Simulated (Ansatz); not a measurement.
Crystal: ZnO.

```
Zn O
1.0
     1.43323   -3.52708    0.00000
     1.43323    3.52708    0.00000
     0.00000    0.00000    2.83849
Zn O
1 1
Direct
  0.00000 0.00000 0.00000
  0.50000 0.50000 0.50000
```

The cell was built by a generator and needn't be a form met in nature.

| Item | Value |
| --- | --- |
| Program | Ansatz 0.2.0 |
| Task | relaxation of cell and atoms |
| Functional | PBEsol |
| Potentials or basis | Ansatz PAW |
| Cutoff | 420 eV (not typed: the program's choice for these potentials) |
| k mesh | 10 × 10 × 9 |
| Occupations | fermi-dirac, width 0.05 eV |
| Spin | no spin polarisation |

At the start: volume 14.35 Å³/atom.

How do energy, volume and symmetry change on relaxing?

It ends after 15 steps and the volume is 12.04 Å³/atom (-16.1 %); space group Cmmm (No. 65, to 0.05 Å).

Step by step:
| step | energy change (eV) | largest force (eV/Å) | volume (Å³) |
| --- | --- | --- | --- |
| 1 | 0.0000 | 0.0000 | 28.70 |
| 2 | -0.0207 | 0.0000 | 27.59 |
| 3 | -0.0370 | 0.0000 | 25.84 |
| 4 | -0.0419 | 0.0000 | 25.21 |
| 5 | -0.0430 | 0.0000 | 25.01 |
| 6 | -0.0437 | 0.0000 | 24.86 |
| 7 | -0.0371 | 0.0000 | 24.86 |
| 8 | -0.0417 | 0.0000 | 23.83 |
| 9 | -0.0412 | 0.0000 | 24.11 |
| 10 | -0.0408 | 0.0000 | 24.24 |
| 11 | -0.0387 | 0.0000 | 24.24 |
| 12 | -0.0395 | 0.0000 | 24.07 |
| 13 | -0.0394 | 0.0000 | 24.09 |
| 14 | -0.0394 | 0.0000 | 24.09 |
| 15 | -0.0388 | 0.0000 | 24.09 |

Final structure:
```
Zn O
1.0
     1.42898   -3.02192    0.00000
     1.42898    3.02192    0.00000
     0.00000    0.00000    2.78910
Zn O
1 1
Direct
  0.00000 0.00000 0.00000
  0.50000 0.50000 0.50000
```

Caveat: the volume moved by over 15 % at a fixed basis, so the end points are rough; the plane-wave basis is chosen anew once the cell has moved, so the energies of steps on either side of that aren't comparable; the pressure holds a Pulay correction of +0.7 GPa for the finite cutoff; the PAW data sets come from PBE, with cores solved anew for the run's functional, which leaves a small shift of forces and pressure.
